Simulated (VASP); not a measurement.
Crystal: TiSi2.

```
CELL_PARAMETERS angstrom
0.00000 4.11752 4.26290
2.38951 0.00000 4.26290
2.38951 4.11752 0.00000
ATOMIC_POSITIONS crystal
Ti 0.75000 0.75000 0.75000
Ti 0.50000 0.50000 0.50000
Si 0.41257 0.08743 0.41257
Si 0.08743 0.41257 0.08743
Si 0.16257 0.83743 0.16257
Si 0.83743 0.16257 0.83743
```

The cell is a database's computed one.

| Quantity | Value |
| --- | --- |
| Program | VASP 6.6.1 |
| Task | relaxation of cell and atoms |
| Functional | PBEsol |
| Potentials or basis | VASP PAW PBE potentials, release 64 (Ti_sv, Si) |
| Cutoff | 600 eV |
| k mesh | 5 × 5 × 5 |
| Occupations | fermi-dirac, width 0.05 eV |
| Spin | no spin polarisation |
| Hubbard terms | Ti d U = 6 eV |

At the start: pressure 5.8 GPa; volume 13.98 Å³/atom.

**Question.** Where does the relaxation end?

**Answer.** Over 8 steps the energy falls by 12.7 meV/atom and the volume is 14.53 Å³/atom (+3.9 %); space group Fddd (No. 70, to 0.05 Å).

The path:
```
step  energy change (eV)  largest force (eV/Å)  pressure (GPa)  volume (Å³)
   1              0.0000                0.2213            5.81        83.88
   2             -0.0110                0.1925           -4.93        90.18
   3             -0.0609                0.2045           -0.20        87.11
   4             -0.0679                0.1535           -0.19        87.16
   5             -0.0745                0.0486           -0.13        87.25
   6             -0.0747                0.0319           -0.10        87.27
   7             -0.0759                0.0204           -0.03        87.14
   8             -0.0762                0.0036           -0.05        87.18
```

Final structure:
```yaml
crystal:
  lattice:
    - [0.00000, 4.17085, 4.33174]
    - [2.41275, 0.00000, 4.33174]
    - [2.41275, 4.17085, 0.00000]
  atoms:
    - { symbol: Ti, position: [0.75000, 0.75000, 0.75000] }
    - { symbol: Ti, position: [0.50000, 0.50000, 0.50000] }
    - { symbol: Si, position: [0.40755, 0.09245, 0.40755] }
    - { symbol: Si, position: [0.09245, 0.40755, 0.09245] }
    - { symbol: Si, position: [0.15755, 0.84245, 0.15755] }
    - { symbol: Si, position: [0.84245, 0.15755, 0.84245] }
```

Caveat: the PAW data sets were made with another functional, which shifts forces and pressure a little; U without spin polarisation on a metal has little footing; the U is typed as a test and isn't derived for this compound.
